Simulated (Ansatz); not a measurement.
A surface is cut from this relaxed crystal of BN:

```cif
data_structure
_symmetry_space_group_name_H-M 'Fmm2'
_symmetry_Int_Tables_number 42
_cell_length_a 2.5077
_cell_length_b 6.6790
_cell_length_c 4.3377
_cell_angle_alpha 90.000
_cell_angle_beta 90.000
_cell_angle_gamma 90.000
_cell_volume 72.65
loop_
_atom_site_label
_atom_site_type_symbol
_atom_site_symmetry_multiplicity
_atom_site_Wyckoff_symbol
_atom_site_fract_x
_atom_site_fract_y
_atom_site_fract_z
_atom_site_occupancy
B1 B 4 a 0.50000 0.00000 0.50011 1
N1 N 4 a 0.50000 0.00000 0.16659 1
```

Miller indices refer to the conventional cell of Fmm2 (No. 42), a = 2.508 Å, b = 6.679 Å, c = 4.338 Å, α = 90.00°, β = 90.00°, γ = 90.00°. The bulk's gap is 3.54 eV.

The (001) slab of 12 planes, 11.6 Å thick with 15 Å of vacuum as cut; outer planes N (top) and B (bottom).

These are results of DFT PBE+D3(BJ), scalar-relativistic, plane waves, PAW in Ansatz, not measurements. Cutoff 420 eV; k points 11×8×1 on the computed 12-atom cell (Γ-centred); Gaussian smearing, width 0.05 eV; no spin polarisation. The cell repeats along c with a dipole correction in the vacuum.

This cut of an insulator is polar or leaves open shells, so the slab is metallic here; real surfaces compensate by reconstruction or adsorbates.

With the atoms at the bulk's places:

```json
{
  "Surface energy (mean of both faces)": "6.51 J/m²",
  "Gap of the slab on the mesh": "none (metal or semimetal)",
  "Work function": "8.46 eV (top), 5.69 eV (bottom)",
  "Dipole of the slab along +c, per cell": "-0.13 e·Å"
}
```

(1) What changes when all atoms relax within this surface cell and its symmetry?

Spin polarisation was left out, and a magnetic state may lie lower.

Results:

(1) The energy falls by 0.137 J/m² a face, and the largest move is 0.06 Å.

- Surface energy (mean of both faces): 6.37 J/m²
- Gap of the slab on the mesh: none (metal or semimetal)
- Work function: 7.95 eV (top), 5.59 eV (bottom)
- Dipole of the slab along +c, per cell: -0.11 e·Å

```tsv
plane (bottom to top)	atoms	spacing to next, bulk (Å)	relaxed (Å)	change (%)
1	B	0.722	0.699	-3.2
2	N	1.447	1.482	+2.4
3	B	0.722	0.703	-2.6
4	N	1.447	1.467	+1.4
5	B	0.722	0.706	-2.3
6	N	1.447	1.467	+1.4
7	B	0.722	0.705	-2.4
8	N	1.447	1.470	+1.6
9	B	0.722	0.695	-3.8
10	N	1.447	1.515	+4.7
11	B	0.722	0.623	-13.7
12	N
```

The reference crystal is a form of BN, which isn't its usual structure.